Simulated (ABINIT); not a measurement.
# SnTe (Fm-3m) in ABINIT: notebook

One crystal, SnTe, is run at these levels: PBE, LDA; tasks: single point.

Everything below comes from runs of ABINIT 10.8.3 (patched build). Logs are shortened: lines on timing, memory, paths and dates and some standing lists are left out, and cuts for length are marked. The log counts tension as positive stress, the text compression.

### Step 1. Starting point

Symmetry: Fm-3m, No. 225, cubic system. Conventional cell: a = 6.302 Å, b = 6.302 Å, c = 6.302 Å, α = 90.00°, β = 90.00°, γ = 90.00°. Te (site symmetry m-3m) has 6 Sn at 3.15 Å as nearest neighbours. Sn (site symmetry m-3m) is surrounded by 6 Te at 3.15 Å.

### Step 2. Single point, PBE (cell relaxed)

run.abi

```
# Pseudopotentials
pp_dirpath "./"
pseudos "52_Te_16_2.3_2.3_pbe_n_v1.0.psp8, 50_Sn_14_2.5_3.0_pbe_n_v1.0.psp8"

# Structure
acell 3*1.0
rprim
     0.0000000000     6.0574189779     6.0574189779
     6.0574189779     0.0000000000     6.0574189779
     6.0574189779     6.0574189779     0.0000000000
ntypat 2
znucl 52 50
natom 2
typat 1 2
xred
     0.5000000000     0.5000000000     0.5000000000
     0.0000000000     0.0000000000     0.0000000000
chkprim 0
chksymtnons 0
tolsym 1.0e-6

# Plane-wave basis
ecut 26.0

# k points
kptopt 1
ngkpt 5 5 5
nshiftk 1
shiftk 0.0 0.0 0.0

# Exchange and correlation
ixc 11

# Bands and occupations
nband 19
occopt 3
tsmear 0.00183747

# SCF cycle
nstep 100
tolvrs 1.0e-10

# Output
iomode 3
prtwf 0
prtden 0
prteig 0
prtebands 0
```

Potentials or basis: SPMS NC PBE v1.0.

The run is started by

```bash
$ mpirun --bind-to none -np 4 abinit run.abi > log 2>&1
```

run.abo:

```text
.Version 10.8.3 of ABINIT
 Symmetries : space group Fm -3 m (#225); Bravais cF (face-center cubic)
================================================================================
 Values of the parameters that define the memory need of the present run
     intxc =       0    ionmov =       0      iscf =       7    lmnmax =       6
     lnmax =       6     mgfft =      40  mpssoang =       3    mqgrid =    3001
     natom =       2  nloc_mem =       1    nspden =       1   nspinor =       1
    nsppol =       1      nsym =      48    n1xccc =    2501    ntypat =       2
    occopt =       3   xclevel =       2
       mpw =        2840          nfft =       64000          nkpt =          10
================================================================================
================================================================================

--------------------------------------------------------------------------------
------------- Echo of variables that govern the present computation ------------
--------------------------------------------------------------------------------
 -outvars: echo values of preprocessed input variables --------
            acell      1.0000000000E+00  1.0000000000E+00  1.0000000000E+00 Bohr
              amu      1.27600000E+02  1.18710000E+02
          chkprim           0
      chksymtnons           0
             ecut      2.60000000E+01 Hartree
              ixc          11
         kptrlatt        5    0    0      0    5    0      0    0    5
          kptrlen      4.28324204E+01
            natom           2
            nband          19
            ngfft          40      40      40
             nkpt          10
            nstep         100
             nsym          48
           ntypat           2
           occopt           3
           prtden           0
        prtebands           0
           prteig           0
            prtwf           0
            rprim      0.0000000000E+00  6.0574189779E+00  6.0574189779E+00
                       6.0574189779E+00  0.0000000000E+00  6.0574189779E+00
                       6.0574189779E+00  6.0574189779E+00  0.0000000000E+00
          spgroup         225
           tolsym      1.00000000E-06
           tolvrs      1.00000000E-10
           tsmear      1.83747000E-03 Hartree
            typat      1  2
           xangst      3.2054480778E+00  3.2054480778E+00  3.2054480778E+00
                       0.0000000000E+00  0.0000000000E+00  0.0000000000E+00
            xcart      6.0574189779E+00  6.0574189779E+00  6.0574189779E+00
                       0.0000000000E+00  0.0000000000E+00  0.0000000000E+00
             xred      5.0000000000E-01  5.0000000000E-01  5.0000000000E-01
                       0.0000000000E+00  0.0000000000E+00  0.0000000000E+00
            znucl       52.00000   50.00000

================================================================================

 chkinp: Checking input parameters for consistency.

================================================================================
== DATASET  1 ==================================================================

--- !DatasetInfo
iteration_state: {dtset: 1, }
dimensions: {natom: 2, nkpt: 10, mband: 19, nsppol: 1, nspinor: 1, nspden: 1, mpw: 2840, }
cutoff_energies: {ecut:  26.0, pawecutdg:  -1.0, }
electrons: {nelect:   3.00000000E+01, charge:   0.00000000E+00, occopt:   3.00000000E+00, tsmear:   1.83747000E-03, }
meta: {optdriver: 0, ionmov: 0, optcell: 0, iscf: 7, paral_kgb: 0, }
...

 Exchange-correlation functional for the present dataset will be:
  GGA: Perdew-Burke-Ernzerhof functional - ixc=11
  J.P.Perdew, K.Burke, M.Ernzerhof, PRL 77, 3865 (1996)

 Real(R)+Recip(G) space primitive vectors, cartesian coordinates (Bohr,Bohr^-1):
 R(1)=  0.0000000  6.0574190  6.0574190  G(1)= -0.0825434  0.0825434  0.0825434
 R(2)=  6.0574190  0.0000000  6.0574190  G(2)=  0.0825434 -0.0825434  0.0825434
 R(3)=  6.0574190  6.0574190  0.0000000  G(3)=  0.0825434  0.0825434 -0.0825434
 Unit cell volume ucvol=  4.4452157E+02 bohr^3
 Angles (23,13,12)=  6.00000000E+01  6.00000000E+01  6.00000000E+01 degrees

 getcut: wavevector=  0.0000  0.0000  0.0000  ngfft=  40  40  40
         ecut(hartree)=     26.000   => boxcut(ratio)=   2.03426

--- Pseudopotential description ------------------------------------------------
- pspini: atom type   1  psp file is ./52_Te_16_2.3_2.3_pbe_n_v1.0.psp8
    8   11    2    4       600   0.00000      pspcod,pspxc,lmax,lloc,mmax,r2well
    5.99000000000000    5.00000000000000    0.00000000000000   rchrg,fchrg,qchrg
     nproj     2     2     2
     extension_switch     1

- pspini: atom type   2  psp file is ./50_Sn_14_2.5_3.0_pbe_n_v1.0.psp8
    8   11    2    4       600   0.00000      pspcod,pspxc,lmax,lloc,mmax,r2well
    5.99000000000000    6.50000000000000    0.00000000000000   rchrg,fchrg,qchrg
     nproj     2     2     2
     extension_switch     1

   2.12711500E+03                                ecore*ucvol(ha*bohr**3)
--------------------------------------------------------------------------------

================================================================================

--- !BeginCycle
iteration_state: {dtset: 1, }
solver: {iscf: 7, nstep: 100, nline: 4, wfoptalg: 0, }
tolerances: {tolvrs: 1.00E-10, }
...

     iter   Etot(hartree)      deltaE(h)  residm     vres2
 ETOT  1  -169.97717482087    -1.700E+02 6.599E-02 2.713E+01
 ETOT  2  -170.02837250308    -5.120E-02 1.554E-03 2.292E+00
 ETOT  3  -170.02874165694    -3.692E-04 1.012E-04 3.714E-02
 ETOT  4  -170.02874401435    -2.357E-06 2.592E-05 3.543E-03
 ETOT  5  -170.02874426653    -2.522E-07 2.929E-06 9.385E-05
 ETOT  6  -170.02874427783    -1.130E-08 1.631E-06 2.089E-06
 ETOT  7  -170.02874427835    -5.192E-10 1.798E-07 1.269E-08
 ETOT  8  -170.02874427835     6.821E-13 8.808E-08 2.976E-10
 ETOT  9  -170.02874427834     1.563E-12 1.294E-08 2.585E-11

 At SCF step    9       vres2   =  2.59E-11 < tolvrs=  1.00E-10 =>converged.

 Cartesian components of stress tensor (hartree/bohr^3)
  sigma(1 1)=  4.20739415E-07  sigma(3 2)=  0.00000000E+00
  sigma(2 2)=  4.20739415E-07  sigma(3 1)=  0.00000000E+00
  sigma(3 3)=  4.20739415E-07  sigma(2 1)=  0.00000000E+00

--- !ResultsGS
iteration_state: {dtset: 1, }
comment   : Summary of ground state results
lattice_vectors:
- [  0.0000000,   6.0574190,   6.0574190, ]
- [  6.0574190,   0.0000000,   6.0574190, ]
- [  6.0574190,   6.0574190,   0.0000000, ]
lattice_lengths: [   8.56648,    8.56648,    8.56648, ]
lattice_angles: [ 60.000,  60.000,  60.000, ] # degrees, (23, 13, 12)
lattice_volume:   4.4452157E+02
convergence: {deltae:  1.563E-12, res2:  2.585E-11, residm:  1.294E-08, diffor: null, }
etotal    :  -1.70028744E+02
entropy   :   0.00000000E+00
fermie    :   2.08443088E-01
cartesian_stress_tensor: # hartree/bohr^3
- [  4.20739415E-07,   0.00000000E+00,   0.00000000E+00, ]
- [  0.00000000E+00,   4.20739415E-07,   0.00000000E+00, ]
- [  0.00000000E+00,   0.00000000E+00,   4.20739415E-07, ]
pressure_GPa:  -1.2379E-02
xred      :
- [  5.0000E-01,   5.0000E-01,   5.0000E-01, Te]
- [  0.0000E+00,   0.0000E+00,   0.0000E+00, Sn]
cartesian_forces: # hartree/bohr
- [ -0.00000000E+00,  -0.00000000E+00,  -0.00000000E+00, ]
- [ -0.00000000E+00,  -0.00000000E+00,  -0.00000000E+00, ]
force_length_stats: {min:   0.00000000E+00, max:   0.00000000E+00, mean:   0.00000000E+00, }
...

 Integrated electronic density in atomic spheres:
 ------------------------------------------------
 Atom  Sphere_radius  Integrated_density
    1        2.00000         11.97041524
    2        2.00000         10.49547534
================================================================================

 ----iterations are completed or convergence reached----

 Mean square residual over all n,k,spin=   13.154E-11; max=  12.945E-09
 reduced coordinates (array xred) for    2 atoms
       0.500000000000      0.500000000000      0.500000000000
       0.000000000000      0.000000000000      0.000000000000
 rms dE/dt=  0.0000E+00; max dE/dt=  0.0000E+00; dE/dt below (all hartree)
    1       0.000000000000      0.000000000000      0.000000000000
    2       0.000000000000      0.000000000000      0.000000000000

 cartesian coordinates (angstrom) at end:
    1      3.20544807782141     3.20544807782141     3.20544807782141
    2      0.00000000000000     0.00000000000000     0.00000000000000

 cartesian forces (hartree/bohr) at end:
    1     -0.00000000000000    -0.00000000000000    -0.00000000000000
    2     -0.00000000000000    -0.00000000000000    -0.00000000000000
 frms,max,avg= 0.0000000E+00 0.0000000E+00   0.000E+00  0.000E+00  0.000E+00 h/b

 cartesian forces (eV/Angstrom) at end:
    1     -0.00000000000000    -0.00000000000000    -0.00000000000000
    2     -0.00000000000000    -0.00000000000000    -0.00000000000000
 frms,max,avg= 0.0000000E+00 0.0000000E+00   0.000E+00  0.000E+00  0.000E+00 e/A
 length scales=  1.000000000000  1.000000000000  1.000000000000 bohr
              =  0.529177210544  0.529177210544  0.529177210544 angstroms
 Fermi (or HOMO) energy (hartree) =   0.20844   Average Vxc (hartree)=  -0.36049
 Eigenvalues (hartree) for nkpt=  10  k points:
 kpt#   1, nband= 19, wtk=  0.00800, kpt=  0.0000  0.0000  0.0000 (reduced coord)
  -1.15276   -1.15276   -1.15270   -1.15270   -1.15270   -0.59895   -0.59895   -0.59895
  -0.59889   -0.59889   -0.25151    0.02620    0.13208    0.13208    0.13208    0.32531
   0.32531    0.32531    0.38488
      occupation numbers for kpt#   1
   2.00000    2.00000    2.00000    2.00000    2.00000    2.00000    2.00000    2.00000
   2.00000    2.00000    2.00000    2.00000    2.00000    2.00000    2.00000    0.00000
   0.00000    0.00000    0.00000
 prteigrs : prtvol=0 or 1, do not print more k-points.

--- !EnergyTerms
iteration_state     : {dtset: 1, }
comment             : Components of total free energy in Hartree
kinetic             :  8.07287457268581E+01
hartree             :  3.71341346926699E+01
xc                  : -3.97687547086958E+01
Ewald energy        : -1.05678590140994E+02
psp_core            :  4.78517839111944E+00
local_psp           : -1.18267044118961E+02
non_local_psp       : -2.89624130965028E+01
internal            : -1.70028743254506E+02
'-kT*entropy'       : -1.02383881306910E-06
total_energy        : -1.70028744278345E+02
total_energy_eV     : -4.62671783347718E+03
band_energy         : -1.73922126259768E+01
...

 Cartesian components of stress tensor (hartree/bohr^3)
  sigma(1 1)=  4.20739415E-07  sigma(3 2)=  0.00000000E+00
  sigma(2 2)=  4.20739415E-07  sigma(3 1)=  0.00000000E+00
  sigma(3 3)=  4.20739415E-07  sigma(2 1)=  0.00000000E+00

-Cartesian components of stress tensor (GPa)         [Pressure= -1.2379E-02 GPa]
- sigma(1 1)=  1.23785809E-02  sigma(3 2)=  0.00000000E+00
- sigma(2 2)=  1.23785809E-02  sigma(3 1)=  0.00000000E+00
- sigma(3 3)=  1.23785809E-02  sigma(2 1)=  0.00000000E+00

== END DATASET(S) ==============================================================
================================================================================

 -outvars: echo values of variables after computation  --------
            acell      1.0000000000E+00  1.0000000000E+00  1.0000000000E+00 Bohr
           etotal     -1.7002874428E+02
            fcart     -0.0000000000E+00 -0.0000000000E+00 -0.0000000000E+00
                      -0.0000000000E+00 -0.0000000000E+00 -0.0000000000E+00
            rprim      0.0000000000E+00  6.0574189779E+00  6.0574189779E+00
                       6.0574189779E+00  0.0000000000E+00  6.0574189779E+00
                       6.0574189779E+00  6.0574189779E+00  0.0000000000E+00
           strten      4.2073941452E-07  4.2073941452E-07  4.2073941452E-07
                       0.0000000000E+00  0.0000000000E+00  0.0000000000E+00
           xangst      3.2054480778E+00  3.2054480778E+00  3.2054480778E+00
                       0.0000000000E+00  0.0000000000E+00  0.0000000000E+00
             xred      5.0000000000E-01  5.0000000000E-01  5.0000000000E-01
                       0.0000000000E+00  0.0000000000E+00  0.0000000000E+00
 Calculation completed.
```

Run time: 3.8 s. Hardware: 4 MPI ranks of Intel Xeon 6975P-C (Granite Rapids), shared host; peak memory 0.28 GiB.

Results:

```yaml
Free_energy: -4626.7178 eV
Pressure: 0.0 GPa
Valence_electrons_inside_the_program's_atomic_spheres: Te 11.97; Sn 10.50
```

Levels at points of the mesh, in eV from the Fermi level:
```
           k point  band 13  band 14  band 15  band 16  band 17  band 18
(0.00, 0.00, 0.00)    -2.08    -2.08    -2.08     3.18     3.18     3.18
```

Caveat: this odd mesh misses L, where the gap lies, so gap, dielectric constants and Born charges aren't listed. Spin-orbit coupling is left out, which matters for the levels of Te.

### Step 3. Single point, LDA

run.abi

```
# Pseudopotentials
pp_dirpath "./"
pseudos "Te.upf, Sn.upf"

# Structure
acell 3*1.0
rprim
     0.0000000000     5.9542435598     5.9542435598
     5.9542435598     0.0000000000     5.9542435598
     5.9542435598     5.9542435598     0.0000000000
ntypat 2
znucl 52 50
natom 2
typat 1 2
xred
     0.5000000000     0.5000000000     0.5000000000
     0.0000000000     0.0000000000     0.0000000000

# Plane-wave basis
ecut 35.0

# k points
kptopt 1
ngkpt 5 5 5
nshiftk 1
shiftk 0.0 0.0 0.0

# Exchange and correlation
ixc 7

# Bands and occupations
nband 19
occopt 3
tsmear 0.00183747

# SCF cycle
nstep 100
tolvrs 1.0e-10

# Output
iomode 3
prtwf 0
prtden 0
prteig 0
prtebands 0
enunit 1
prtvol 2
```

Potentials or basis: PseudoDojo NC SR LDA v0.4.1 standard.

The run is started by

```bash
$ mpirun --bind-to none -np 4 abinit run.abi > log 2>&1
```

run.abo:

```text
.Version 10.8.3 of ABINIT
 Symmetries : space group Fm -3 m (#225); Bravais cF (face-center cubic)
================================================================================
 Values of the parameters that define the memory need of the present run
     intxc =       0    ionmov =       0      iscf =       7    lmnmax =       6
     lnmax =       6     mgfft =      48  mpssoang =       3    mqgrid =    3001
     natom =       2  nloc_mem =       1    nspden =       1   nspinor =       1
    nsppol =       1      nsym =      48    n1xccc =    2501    ntypat =       2
    occopt =       3   xclevel =       1
       mpw =        4193          nfft =      110592          nkpt =          10
================================================================================
================================================================================

--------------------------------------------------------------------------------
------------- Echo of variables that govern the present computation ------------
[... 279 lines left out ...]
- sigma(3 3)=  1.67962205E+00  sigma(2 1)=  0.00000000E+00

== END DATASET(S) ==============================================================
================================================================================

 -outvars: echo values of variables after computation  --------
            acell      1.0000000000E+00  1.0000000000E+00  1.0000000000E+00 Bohr
           etotal     -1.8323110742E+02
            fcart      1.7664956593E-31 -1.7664956593E-31  1.7664956593E-31
                      -1.7664956593E-31  1.7664956593E-31 -1.7664956593E-31
            rprim      0.0000000000E+00  5.9542435598E+00  5.9542435598E+00
                       5.9542435598E+00  0.0000000000E+00  5.9542435598E+00
                       5.9542435598E+00  5.9542435598E+00  0.0000000000E+00
           strten      5.7089193231E-05  5.7089193231E-05  5.7089193231E-05
                       0.0000000000E+00  0.0000000000E+00  0.0000000000E+00
           xangst      3.1508499979E+00  3.1508499979E+00  3.1508499979E+00
                       0.0000000000E+00  0.0000000000E+00  0.0000000000E+00
             xred      5.0000000000E-01  5.0000000000E-01  5.0000000000E-01
                       0.0000000000E+00  0.0000000000E+00  0.0000000000E+00
 Calculation completed.
```

It took 11 s on 4 MPI ranks of Arm Neoverse V1, shared host; peak memory 0.32 GiB.

What came out:

```
Free energy                                           : -4985.9724 eV
Pressure                                              : -1.7 GPa
Valence electrons inside the program's atomic spheres : Te 11.93; Sn 10.52
```

Caveat: this odd mesh misses L, where the gap lies, so gap, dielectric constants and Born charges aren't listed.

### Step 4. Single point, PBE

run.abi, as its differences from that of step 3:

```diff
@@ -5,7 +5,7 @@
 # Structure
-acell 3*1.0
+acell 4.455974803 4.455974803 4.455974803 Angstrom
 rprim
-     0.0000000000     5.9542435598     5.9542435598
-     5.9542435598     0.0000000000     5.9542435598
-     5.9542435598     5.9542435598     0.0000000000
+     0.0000000000     0.7071067812     0.7071067812
+     0.7071067812     0.0000000000     0.7071067812
+     0.7071067812     0.7071067812     0.0000000000
 ntypat 2
@@ -28,3 +28,3 @@
 # Exchange and correlation
-ixc 7
+ixc 11
 
@@ -33,3 +33,3 @@
 occopt 3
-tsmear 0.00183747
+tsmear 0.05 eV
```

Potentials or basis: PseudoDojo NC SR PBE v0.4.1 standard.

The run is started by

```bash
$ abinit run.abi > log 2>&1
```

It took 26 s on 1 thread of Arm Neoverse V2, shared host; peak memory 0.09 GiB.

It converged, with:

```
Free energy                                           : -4998.3723 eV
Pressure                                              : 2.1 GPa
Valence electrons inside the program's atomic spheres : Te 11.91; Sn 10.52
```

Levels at points of the mesh, in eV from the Fermi level:
```csv
k point,band 11,band 12,band 13,band 14,band 15,band 16,band 17,band 18,band 19
"(0.00, 0.00, 0.00)",-12.92,-4.80,-2.25,-2.25,-2.25,3.27,3.27,3.27,4.67
```

Caveat: this odd mesh misses L, where the gap lies, so gap, dielectric constants and Born charges aren't listed. Spin-orbit coupling is left out, which matters for the levels of Te.

### Step 5. Overview

| level | potentials or basis | cell | cutoff (eV) | pressure (GPa) |
| --- | --- | --- | --- | --- |
| PBE | SPMS NC PBE v1.0 | cell relaxed | 707 | 0.0 |
| LDA | PseudoDojo NC SR LDA v0.4.1 standard | as given | 952 | -1.7 |
| PBE | PseudoDojo NC SR PBE v0.4.1 standard | as given | 952 | 2.1 |

Alike in all rows: task single point; no spin polarisation; k mesh 5 × 5 × 5; smearing fermi-dirac 0.05 eV.

Total energies depend on the potentials used, so only differences within one code and one set of settings carry meaning.
